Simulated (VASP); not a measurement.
# CdS (Greenockite): lattice, stiffness and zone-centre modes, part 2 of 2

What lattice, stiffness and vibrations does CdS (Greenockite) have at one level of theory? The starting structure is a measured crystal structure from the Crystallography Open Database. All runs use LDA.

VASP 6.6.1.

So far. Step 3 (Elastic constants): The elastic tensor has C11 = 93.5, C12 = 58.3, C44 = 15.7 GPa, among others; its Hill averages are a bulk modulus of 67.9 and a shear modulus of 18.3 GPa. Step 4 (Modes of the relaxed cell): The zone-centre modes at 24.039 Å³ an atom are B1 (2) 307.2, E2 (2) 261.5, E1 248.8, A1 242.2, B1 (1) 137.8, E2 (1) 43.4 cm⁻¹.

## Step 5: Modes at 0.97 of that volume

Level of this step: LDA; plane waves and PAW (Cd, S) (VASP).

Shape and positions were first relaxed at this volume, in a run that isn't shown.

INCAR reads:

```
SYSTEM = CdS
PREC = Accurate
ENCUT = 500
EDIFF = 1E-08
NELM = 100
ISMEAR = 0
SIGMA = 0.03
LREAL = .FALSE.
ALGO = Normal
GGA = CA
NBANDS = 24
LORBIT = 11
LWAVE = .FALSE.
LCHARG = .FALSE.
KPAR = 8
IBRION = 8
LEPSILON = .TRUE.
LPEAD = .TRUE.
ISIF = 2
```

POSCAR reads:

```
CdS
1.0
    4.0428665232      0.0000000000      0.0000000000
   -2.0214332615      3.5012251131      0.0000000000
    0.0000000000      0.0000000000      6.5892759118
Cd S
2 2
Direct
    0.3333333333      0.6666666667      0.4995305207
    0.6666666667      0.3333333333      0.9995305207
    0.3333333333      0.6666666667      0.8754694793
    0.6666666667      0.3333333333      0.3754694793
```

KPOINTS reads:

```
Automatic mesh
0
Gamma
10 10 6
0 0 0
```

PAW data sets: Cd and S (LDA family, release 64).

Started as:

```
mpirun -np 8 vasp_std
```

Output:

```text
[... set-up lines as in an earlier step ...]
 entering main loop
       N       E                     dE             d eps       ncg     rms          rms(c)
DAV:   1     0.248734804540E+03    0.24873E+03   -0.17503E+04  2688   0.135E+03
DAV:   2    -0.296938355550E+01   -0.25170E+03   -0.24408E+03  3056   0.343E+02
DAV:   3    -0.157091739941E+02   -0.12740E+02   -0.12692E+02  3360   0.786E+01
DAV:   4    -0.158269022209E+02   -0.11773E+00   -0.11770E+00  3104   0.751E+00
[...]
DAV:  19    -0.147992027995E+02   -0.18238E-07   -0.67187E-08  2968   0.134E-03    0.349E-03
DAV:  20    -0.147992027833E+02    0.16225E-07   -0.23564E-08  2424   0.126E-03    0.228E-03
DAV:  21    -0.147992027792E+02    0.41159E-08   -0.16377E-08  1584   0.599E-04
   1 F= -.14799203E+02 E0= -.14799203E+02  d E =-.142070E-19
 Linear response reoptimize wavefunctions to high precision
DAV:   1    -0.147992027792E+02   -0.41837E-10   -0.14542E-09  1744   0.229E-04
DAV:   2    -0.147992027792E+02   -0.16371E-10   -0.23491E-10  1504   0.843E-05
 Linear response to external field (no local field effect), progress :
[...]
RMM:  13    -0.106269376601E+00    0.25108E-08   -0.34139E-09 17925   0.245E-06    0.324E-07
 first order change of Fermi-energy  -0.26513E-04
 force on displaced ion       3 direction 1 :  -6.877   0.000   0.000
 Born effective charge ion    3 direction 1 :  -2.037  -0.000  -0.000
 Linear response progress:
  Degree of freedom:   4/  4
       N       E                     dE             d eps       ncg     rms          rms(c)
RMM:   1    -0.123104452421E+00   -0.12310E+00    0.36619E-02  8750   0.166E+00
RMM:   2    -0.120738299968E+00    0.23662E-02   -0.34921E-03  5322   0.383E-01    0.233E-01
RMM:   3    -0.120929383756E+00   -0.19108E-03   -0.25747E-04  5658   0.720E-02    0.127E-01
RMM:   4    -0.121158451245E+00   -0.22907E-03   -0.10807E-04  5760   0.447E-02    0.258E-02
[...]
RMM:  11    -0.121123545134E+00    0.16831E-07   -0.28805E-08  6040   0.149E-05    0.436E-06
RMM:  12    -0.121123581253E+00   -0.36119E-07   -0.16416E-08  5551   0.538E-06    0.278E-06
RMM:  13    -0.121123578276E+00    0.29774E-08    0.23736E-08  5141   0.307E-06    0.637E-07
 first order change of Fermi-energy  -0.42451E+00
 force on displaced ion       3 direction 3 :  -0.000  -0.000  -8.909
 Born effective charge ion    3 direction 3 :   0.000   0.000  -2.132
 Born effective charges drift removed
 Linear response finished
```

Run time: 8.6 min. Hardware: 8 MPI ranks of Intel Xeon Platinum 8259CL at 2.50GHz (Skylake/Cascade Lake), shared host; peak memory 11 GiB.

Parts of OUTCAR (step 5):

```text
  Total        1.2824363      1.2824363      1.3032030      0.0000000      0.0000000      0.0000000
  in kB       22.0292269     22.0292269     22.3859497      0.0000000      0.0000000      0.0000000
  external PRESSURE =      22.1481345 kB  Pullay stress =       0.0000000 kB

 POSITION                                       TOTAL-FORCE (eV/Angst)
 -----------------------------------------------------------------------------------
     -0.00000      2.33415      3.29154         0.000000     -0.000000      0.000068
      2.02143      1.16708      6.58618         0.000000      0.000000      0.000068
     -0.00000      2.33415      5.76871         0.000000      0.000000     -0.000068
      2.02143      1.16708      2.47407        -0.000000     -0.000000     -0.000068
 -----------------------------------------------------------------------------------
    total drift:                                0.000000     -0.000000     -0.000050

 MACROSCOPIC STATIC DIELECTRIC TENSOR (including local field effects in DFT)
 ------------------------------------------------------
           6.273307     0.000000     0.000000
           0.000000     6.273307     0.000000
           0.000000     0.000000     6.371916
 ------------------------------------------------------

 MACROSCOPIC STATIC DIELECTRIC TENSOR IONIC CONTRIBUTION
 ------------------------------------------------------
           2.537980     0.000000     0.000000
           0.000000     2.537980     0.000000
           0.000000     0.000000     2.934078
 ------------------------------------------------------

[... 1 part as in an earlier step ...]

[... 1 further part left out ...]
```

The zone-centre modes at 23.318 Å³ an atom are B1 (2) 321.3, E2 (2) 276.6, E1 262.8, A1 256.0, B1 (1) 140.9, E2 (1) 39.0 cm⁻¹.

## Step 6: Modes at 1.03 of that volume

Shape and positions were first relaxed at this volume, in a run that isn't shown.

INCAR is that of step 5.

POSCAR reads:

```
CdS
1.0
    4.1259616379      0.0000000000      0.0000000000
   -2.0629808189      3.5731875934      0.0000000000
    0.0000000000      0.0000000000      6.7178703567
Cd S
2 2
Direct
    0.3333333333      0.6666666667      0.4993494039
    0.6666666667      0.3333333333      0.9993494039
    0.3333333333      0.6666666667      0.8756505961
    0.6666666667      0.3333333333      0.3756505961
```

KPOINTS is that of step 5.

Started as:

```
mpirun -np 8 vasp_std
```

Output:

```text
[... set-up lines as in an earlier step ...]
 entering main loop
       N       E                     dE             d eps       ncg     rms          rms(c)
DAV:   1     0.242479360623E+03    0.24248E+03   -0.17354E+04  2688   0.134E+03
DAV:   2    -0.318927674218E+01   -0.24567E+03   -0.23874E+03  3088   0.336E+02
DAV:   3    -0.157081407633E+02   -0.12519E+02   -0.12475E+02  3304   0.774E+01
DAV:   4    -0.158283577620E+02   -0.12022E+00   -0.12018E+00  3168   0.747E+00
[...]
DAV:  26    -0.148026157287E+02    0.40792E-06   -0.54598E-07  2840   0.614E-03    0.126E-02
DAV:  27    -0.148026156173E+02    0.11146E-06   -0.26271E-07  3216   0.357E-03    0.264E-03
DAV:  28    -0.148026156081E+02    0.92050E-08   -0.23640E-08  2256   0.969E-04
   1 F= -.14802616E+02 E0= -.14802616E+02  d E =-.237928E-17
 Linear response reoptimize wavefunctions to high precision
DAV:   1    -0.148026156064E+02    0.16157E-08   -0.36069E-09  2640   0.359E-04
DAV:   2    -0.148026156064E+02   -0.27285E-11   -0.17017E-10  1464   0.889E-05
 Linear response to external field (no local field effect), progress :
[...]
RMM:  13    -0.106249387148E+00    0.49291E-08   -0.49711E-09 16565   0.260E-06    0.258E-07
 first order change of Fermi-energy  -0.29481E-04
 force on displaced ion       3 direction 1 :  -5.578   0.000   0.000
 Born effective charge ion    3 direction 1 :  -2.113  -0.000  -0.000
 Linear response progress:
  Degree of freedom:   4/  4
       N       E                     dE             d eps       ncg     rms          rms(c)
RMM:   1    -0.122075579044E+00   -0.12208E+00    0.35802E-02  8618   0.161E+00
RMM:   2    -0.119870282201E+00    0.22053E-02   -0.35090E-03  5328   0.366E-01    0.204E-01
RMM:   3    -0.120036006732E+00   -0.16572E-03   -0.21928E-04  5648   0.702E-02    0.109E-01
RMM:   4    -0.120232747687E+00   -0.19674E-03   -0.92609E-05  5753   0.425E-02    0.239E-02
[...]
RMM:   9    -0.120204133212E+00   -0.11643E-06    0.13438E-08  6034   0.125E-04    0.349E-05
RMM:  10    -0.120203969448E+00    0.16376E-06   -0.13720E-08  6075   0.339E-05    0.111E-05
RMM:  11    -0.120203975035E+00   -0.55868E-08   -0.32462E-08  6050   0.132E-05    0.434E-06
 first order change of Fermi-energy  -0.42136E+00
 force on displaced ion       3 direction 3 :   0.000  -0.000  -7.395
 Born effective charge ion    3 direction 3 :   0.000  -0.000  -2.207
 Born effective charges drift removed
 Linear response finished
```

The job ended after 7.7 min (8 MPI ranks; peak memory 12 GiB).

From OUTCAR (step 6):

```text
  Total       -1.1610327     -1.1610327     -1.1395897     -0.0000000      0.0000000      0.0000000
  in kB      -18.7820254    -18.7820254    -18.4351409     -0.0000000      0.0000000      0.0000000
  external PRESSURE =     -18.6663972 kB  Pullay stress =       0.0000000 kB

 POSITION                                       TOTAL-FORCE (eV/Angst)
 -----------------------------------------------------------------------------------
     -0.00000      2.38213      3.35456        -0.000000     -0.000000     -0.001561
      2.06298      1.19106      6.71350         0.000000      0.000000     -0.001561
     -0.00000      2.38213      5.88251         0.000000      0.000000      0.001561
      2.06298      1.19106      2.52357         0.000000     -0.000000      0.001561
 -----------------------------------------------------------------------------------
    total drift:                                0.000000      0.000000     -0.000204

 MACROSCOPIC STATIC DIELECTRIC TENSOR (including local field effects in DFT)
 ------------------------------------------------------
           6.385580     0.000000     0.000000
           0.000000     6.385580     0.000000
          -0.000000     0.000000     6.472406
 ------------------------------------------------------

 MACROSCOPIC STATIC DIELECTRIC TENSOR IONIC CONTRIBUTION
 ------------------------------------------------------
           3.199083     0.000000     0.000000
           0.000000     3.199083    -0.000000
           0.000000    -0.000000     3.724031
 ------------------------------------------------------

[... 1 part as in an earlier step ...]

[... 1 further part left out ...]
```

The zone-centre modes at 24.760 Å³ an atom are B1 (2) 294.1, E2 (2) 247.5, E1 235.7, A1 228.4, B1 (1) 133.1, E2 (1) 44.8 cm⁻¹.

## Step 7: Comparison

| run | volume (Å³/atom) | B1 (2) | E2 (2) | E1 | A1 | B1 (1) | E2 (1) | core minutes |
| --- | --- | --- | --- | --- | --- | --- | --- | --- |
| relaxation | 24.039 | - | - | - | - | - | - | 1.65 |
| elastic constants | 24.039 | - | - | - | - | - | - | 81.7 |
| modes of the relaxed cell | 24.039 | 307.2 | 261.5 | 248.8 | 242.2 | 137.8 | 43.4 | 75.1 |
| modes at 0.97 of that volume | 23.318 | 321.3 | 276.6 | 262.8 | 256.0 | 140.9 | 39.0 | 68.5 |
| modes at 1.03 of that volume | 24.76 | 294.1 | 247.5 | 235.7 | 228.4 | 133.1 | 44.8 | 61.9 |

Modes are in cm⁻¹, degenerate ones as one, matched by symmetry and order. A number in brackets counts the listed modes of one symmetry from the lowest. The symmetry labels come from an automatic analysis and can be wrong where levels nearly coincide. Core minutes are wall time times ranks of the run shown, on a shared host.

## Step 8: Results

| Quantity | Value |
| --- | --- |
| relaxed volume | 24.04 Å³/atom |
| bulk modulus from two volumes | 73.0 GPa |
| Hill shear modulus | 18.3 GPa |
| mode B1 (2) | 307.2 cm⁻¹ |
| mode E2 (2) | 261.5 cm⁻¹ |
| mode E1 | 248.8 cm⁻¹ |
| mode A1 | 242.2 cm⁻¹ |
| mode B1 (1) | 137.8 cm⁻¹ |
| mode E2 (1) | 43.4 cm⁻¹ |
| Grüneisen parameter of B1 (2) | 1.48 |
| Grüneisen parameter of E2 (2) | 1.85 |
| Grüneisen parameter of E1 | 1.81 |
| Grüneisen parameter of A1 | 1.90 |
| Grüneisen parameter of B1 (1) | 0.95 |
| Grüneisen parameter of E2 (1) | -2.30 |

In words: At the LDA level CdS (Greenockite) relaxes to 24.04 Å³ an atom. The bulk modulus is 73.0 GPa from the pressures at two volumes and 67.9 GPa as the Hill average of the elastic tensor. The mode Grüneisen parameters, from the cells at 0.97 and 1.03 of the volume, run from -2.30 (E2 (1)) to 1.90 (A1). For E2 (1) the slope differs between compression and expansion, so this parameter is only a rough mean. The pressures at 0.97 and 1.03 of the volume give 68.0 GPa, so the bulk modulus is known only roughly. The dielectric constants and Born charges in the logs aren't compared here; at a small gap they can be far off, and in a run without a gap they mean nothing. The frequencies are harmonic, and the splitting of polar modes by their long-range field is left out. All values are for a static lattice. Further runs on this material are not shown.

[Lines on the potential files, build, host, timing and source positions are cut from VASP's logs without a mark.]

[Logs are printed without paths, hosts, clocks, repeated set-up lines and the standing remarks that a program may print on its own settings, such as how far it seeks lower states.]

[Hosts, paths, dates, database ids (printed as entryN), source tags and the programs' standing remarks are cut or masked in the printed files.]
